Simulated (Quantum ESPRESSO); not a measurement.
Write the native input for Quantum ESPRESSO 7.5 that does the following.

```yaml
Task: single point
Functional: r2SCAN0
Potentials_or_basis: SG15 PBE 1.2
Cutoff: 1197 eV
Density_cutoff: 4789 eV
k_mesh: 6 × 6 × 6
Occupations: fixed
Spin: no spin polarisation
q_mesh_for_exact_exchange: 6 × 6 × 6
Cutoff_for_exact_exchange: 2394.6 eV
Symmetry: off
Mixing_beta: 0.5
Most_SCF_iterations: 120
SCF_threshold: 1e-07 Ry
```

The system is AlN.

```xyz
2
Lattice="0.0000 2.1840 2.1840 2.1840 0.0000 2.1840 2.1840 2.1840 0.0000" Properties=species:S:1:pos:R:3 pbc="T T T"
Al    0.0000    0.0000    0.0000
N     1.0920    1.0920    1.0920
```

Measurements of this composition are mostly on another form, of space group No. 186.

These files were run (other wordings do the same):

pw.in

```
&CONTROL
  calculation = 'scf'
  prefix = 'pwscf'
  outdir = './tmp'
  pseudo_dir = './pseudo'
  tprnfor = .true.
  disk_io = 'low'
/
&SYSTEM
  ibrav = 0
  nat = 2
  ntyp = 2
  ecutwfc = 88
  nbnd = 12
  input_dft = 'XC-000I-000I-000I-000I-000I-660L'
  occupations = 'fixed'
  nqx1 = 6
  nqx2 = 6
  nqx3 = 6
  ecutfock = 176
  nosym = .true.
/
&ELECTRONS
  conv_thr = 1d-07
  electron_maxstep = 120
  mixing_beta = 0.5
  adaptive_thr = .true.
/
ATOMIC_SPECIES
Al    26.9815 Al_ONCV_PBE-1.2.upf
N     14.0070 N_ONCV_PBE-1.2.upf
CELL_PARAMETERS angstrom
   0.0000000000    2.1839935596    2.1839935596
   2.1839935596    0.0000000000    2.1839935596
   2.1839935596    2.1839935596    0.0000000000
ATOMIC_POSITIONS angstrom
Al     0.0000000000    0.0000000000    0.0000000000
N      1.0919967798    1.0919967798    1.0919967798
K_POINTS automatic
6 6 6 0 0 0
```

pp_density.in

```
&INPUTPP
  prefix = 'pwscf'
  outdir = './tmp'
  filplot = 'density.dat'
  plot_num = 0
/
&PLOT
  nfile = 1
  filepp(1) = 'density.dat'
  iflag = 3
  output_format = 6
  fileout = 'density.cube'
/
```

pp_potential.in

```
&INPUTPP
  prefix = 'pwscf'
  outdir = './tmp'
  filplot = 'potential.dat'
  plot_num = 11
/
&PLOT
  nfile = 1
  filepp(1) = 'potential.dat'
  iflag = 3
  output_format = 6
  fileout = 'potential.cube'
/
```

pp_elf.in

```
&INPUTPP
  prefix = 'pwscf'
  outdir = './tmp'
  filplot = 'elf.dat'
  plot_num = 8
/
&PLOT
  nfile = 1
  filepp(1) = 'elf.dat'
  iflag = 3
  output_format = 6
  fileout = 'elf.cube'
/
```

Potentials or basis: SG15 PBE 1.2.

Run with:

```console
$ OMP_NUM_THREADS=1 mpirun -n 2 pw.x -nk 2 -in pw.in > pw.out
$ OMP_NUM_THREADS=1 mpirun -n 1 pp.x -in pp_density.in > pp_density.out
$ OMP_NUM_THREADS=1 mpirun -n 1 pp.x -in pp_potential.in > pp_potential.out
$ OMP_NUM_THREADS=1 mpirun -n 1 pp.x -in pp_elf.in > pp_elf.out
```

It gave:

The band gap on the k mesh is 5.68 eV, indirect (least direct gap 6.56 eV).

Wall time 55 min on 2 MPI ranks on Arm Neoverse V1 (shared host), peak memory 2.4 GiB a rank.
